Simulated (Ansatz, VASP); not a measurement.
TiAl in VASP and in Ansatz

```
Ti Al
1.0
     2.91700    0.00000    0.00000
    -1.45850    2.52620    0.00000
     0.00000    0.00000    4.64841
Ti Al
1 1
Direct
  0.00000 0.00000 0.00000
  0.33333 0.66667 0.50000
```

Alike in both runs: task single point; functional PBE; k mesh 18 × 18 × 10; occupations gaussian, width 0.15 eV; no spin polarisation.

|  | VASP | Ansatz |
| --- | --- | --- |
| version | VASP 6.6.1 | Ansatz 0.2.0 |
| potentials or method | VASP PAW PBE potentials, release 64 (Ti_sv, Al) | scalar-relativistic, plane waves, PAW |
| plane-wave cutoff (eV) | 520 | 520 |
| valence electrons in the cell | 15 | 15 |

Ansatz gave:

| Property | Result |
| --- | --- |
| gap on the k mesh at the Fermi level (eV) | none |
| pressure (GPa) | -2.3 |
| largest component of the traceless stress (GPa) | 0.69 |

Which values does VASP return?

gap on the k mesh at the Fermi level (eV): none; pressure (GPa): -2.4; largest component of the traceless stress (GPa): 0.72.

A gap of «none» marks a metal or a gap that the smearing closes.
